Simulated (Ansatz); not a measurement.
# Sn: band gap under strain

Aim: follow the gap of diamond Sn through these states: +3.0 % biaxial strain in x and y, free along z; +3.0 % biaxial strain in the (111) plane, free along [111]; -5.0 % strain along [111] alone. The table at the end shows which levels were run.

The runs shown are made with Ansatz 0.2.0. PAW datasets, plane waves. Spin-unpolarised throughout; all numbers are computed.

### Step 1. The structure to begin with

The unstrained cell was relaxed with r2SCAN; in each strained cell the atoms were relaxed again with r2SCAN. Names of k-points are those of the unstrained zone, where strain can split equivalent points. First state: +3.0 % biaxial strain in x and y, free along z.

The symmetry is I4_1/amd (No. 141, tetragonal); a = 4.784 Å, c = 6.379 Å in the conventional setting, 36.51 Å³ an atom. Near Sn stand 4 Sn at 2.88 Å.

As a file:

```cif
data_structure
_symmetry_space_group_name_H-M 'I4_1/amd:1'
_symmetry_Int_Tables_number 141
_cell_length_a 4.7843
_cell_length_b 4.7843
_cell_length_c 6.3794
_cell_angle_alpha 90.000
_cell_angle_beta 90.000
_cell_angle_gamma 90.000
_cell_volume 146.02
loop_
_atom_site_label
_atom_site_type_symbol
_atom_site_symmetry_multiplicity
_atom_site_Wyckoff_symbol
_atom_site_fract_x
_atom_site_fract_y
_atom_site_fract_z
_atom_site_occupancy
Sn1 Sn 4 a 0.00000 0.00000 0.00000 1
```

From earlier runs on the unstrained cell: PBE -0.16 eV, r2SCAN 0.00 eV, HSE06 0.00 eV; a = 6.569 Å.

### Step 2. +3.0 % biaxial strain in x and y, free along z: PBE

File input.yaml:

```yaml
crystal:
  lattice:
    - [0.0, 3.3829935737, 3.1897192813]
    - [3.3829935737, 0.0, 3.1897192813]
    - [3.3829935737, 3.3829935737, 0.0]
  atoms:
    - { symbol: Sn, position: [0.0, 0.0, 0.0] }
    - { symbol: Sn, position: [0.25, 0.25, 0.25] }
kpoints:
  mp_grid: { grid: [6, 6, 6] }
  band_path:
    path:
      - [0.0, 0.0, 0.0]
      - [0.5, 0.0, 0.5]
      - [0.625, 0.25, 0.625]
      - [0.375, 0.375, 0.75]
      - [0.5, 0.5, 0.5]
      - [0.5, 0.25, 0.75]
      - [-0.039062, -0.008789, -0.047852]
      - [0.0, 0.0, 0.5]
    npoints: 1
hamiltonian:
  xc: pbe
scf:
  occupations: { method: fermi_dirac, width: 0.02 }
  n_extra_bands: 4
output:
  forces: true
  stress: true
  eigenvalues: true
```

Command:

```bash
$ ansatz run input.yaml --threads 4 --pin off --max-ram 4608MiB --backend cpu --events-out ev --progress --plain --runs-dir out
```

Further steps of the session: +3.0 % biaxial strain in x and y, free along z: r2SCAN; +3.0 % biaxial strain in x and y, free along z: HSE06; +3.0 % biaxial strain in the (111) plane, free along [111]: PBE; +3.0 % biaxial strain in the (111) plane, free along [111]: r2SCAN; +3.0 % biaxial strain in the (111) plane, free along [111]: HSE06; -5.0 % strain along [111] alone: PBE; -5.0 % strain along [111] alone: r2SCAN; -5.0 % strain along [111] alone: HSE06.

What does the calculation give?

The runs gave:

Least gap in eV (negative: overlap), with the change from the unstrained cell in brackets:

| state | volume change (%) | PBE | r2SCAN | HSE06 |
| --- | --- | --- | --- | --- |
| +3.0 % biaxial strain in x and y, free along z | +3.0 | -0.38 (-0.22) | -0.18 (-0.18) | 0.04 (+0.04) |
| +3.0 % biaxial strain in the (111) plane, free along [111] | +4.0 | -0.76 (-0.60) | -0.60 (-0.60) | -0.43 (-0.43) |
| -5.0 % strain along [111] alone | -5.0 | -0.74 (-0.58) | -0.56 (-0.56) | -0.33 (-0.33) |

In words: With HSE06, of the states in the table +3.0 % biaxial strain in the (111) plane, free along [111] shifts the gap most, by -0.428 eV. PBE and HSE06 differ by 0.16 eV on the unstrained gap, and by at most 0.26 eV on its change. Spin-orbit coupling is left out of the table, though the cell holds Sn (Z = 50); in an element this heavy it can shift bands and gaps by tenths of an eV.
